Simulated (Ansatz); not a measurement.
AlSb:
```yaml
crystal:
  lattice:
    - [0.00000, 3.07856, 3.07856]
    - [3.07856, 0.00000, 3.07856]
    - [3.07856, 3.07856, 0.00000]
  atoms:
    - { symbol: Sb, position: [0.75000, 0.75000, 0.75000] }
    - { symbol: Al, position: [0.00000, 0.00000, 0.00000] }
```

Relaxed with PBEsol. Special points in fractions of this cell's reciprocal vectors: Γ (0.000, 0.000, 0.000); X (0.500, 0.000, 0.500); U (0.625, 0.250, 0.625); K (0.375, 0.375, 0.750); L (0.500, 0.500, 0.500); W (0.500, 0.250, 0.750).

**Question.** List the band energies nearest the valence-band maximum at these points for the program Ansatz at the PBEsol level (PAW).

**Answer.** In eV from the valence-band maximum; about four levels below and three above (degenerate sets whole), none deeper than 8.9 eV; points with the same levels are listed once.

```
k                    below                above
-  -----------------------  -------------------
Γ           0.00 0.00 0.00  1.47 3.11 3.11 3.11
X  -8.75 -5.47 -2.18 -2.18  1.15 1.39 8.68 8.68
U  -8.79 -5.27 -3.25 -1.83       1.63 4.01 6.78
L        -5.40 -0.90 -0.90       1.28 3.71 3.71
W  -8.72 -5.23 -3.04 -2.73       3.88 4.40 4.52
```

Space group F-43m (zinc blende). The cell was relaxed with PBEsol under the symmetry of its start. Spin–orbit coupling is left out wherever it is not named.

Potentials: the later of the program's two PAW sets.
